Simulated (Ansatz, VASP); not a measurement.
**Ag in VASP and in Ansatz**

Contents of INCAR:

```
SYSTEM = Ag
PREC = Accurate
ENCUT = 520
EDIFF = 1E-7
ISMEAR = -1
SIGMA = 0.1
LREAL = .FALSE.
LASPH = .TRUE.
NELM = 100
ALGO = Normal
ISIF = 2
LWAVE = .FALSE.
LCHARG = .TRUE.
GGA = RP
LELF = .TRUE.
LVHAR = .TRUE.
NBANDS = 18
```

The input KPOINTS:

```
Automatic mesh
0
G
  14 14 8
  0 0 0
```

POSCAR

```
Ag
1.0
    3.1071509046      0.0000000000      0.0000000000
   -1.5535754523      2.6908716168      0.0000000000
    0.0000000000      0.0000000000      5.0246734500
Ag
2
Direct
    0.3333333333      0.6666666667      0.2500000000
    0.6666666667      0.3333333333      0.7500000000
```

Input for Ansatz:

```yaml
crystal:
  lattice:
    - [3.1071509046, 0.0, 0.0]
    - [-1.5535754523, 2.6908716168, 0.0]
    - [0.0, 0.0, 5.02467345]
  atoms:
    - { symbol: Ag, position: [0.3333333333, 0.6666666667, 0.25] }
    - { symbol: Ag, position: [0.6666666667, 0.3333333333, 0.75] }
hamiltonian:
  xc: rpbe
  pseudopotentials:
    kind: paw
    azcp:
      Ag: "pseudopotentials/Ag.paw.azcp"
basis:
  ecutwfc: 420
  fft_grid_basis: typed
kpoints:
  mp_grid: { grid: [14, 14, 8], shift: [0, 0, 0] }
magnetization:
  spin_polarized: false
scf:
  occupations: { method: fermi_dirac, width: 0.1 }
  lower_state_search: "off"
output:
  stress: true
  write_density: true
  write_potential: true
  elf: true
  volumetric_format: npy
```

Alike in both runs: task single point; functional RPBE; k mesh 14 × 14 × 8; occupations fermi-dirac, width 0.1 eV; no spin polarisation.

|  | VASP | Ansatz |
| --- | --- | --- |
| version | VASP 6.6.1 | Ansatz 0.2.0 |
| potentials or method | VASP PAW PBE potentials, release 64 (Ag) | plane waves (420 eV) with PAW, scalar-relativistic |
| plane-wave cutoff (eV) | 520 | 420 |
| valence electrons in the cell | 22 | 38 |

|  | VASP | Ansatz | Ansatz less VASP |
| --- | --- | --- | --- |
| pressure (GPa) | -6.0 | -6.0 | 0.00 |
| largest component of the traceless stress (GPa) | 0.22 | 0.22 | +0.002 |

The two sets of potentials don't hold the same shells in valence.

Caveats: the PAW data sets were made with another functional, which shifts forces and pressure a little (VASP).
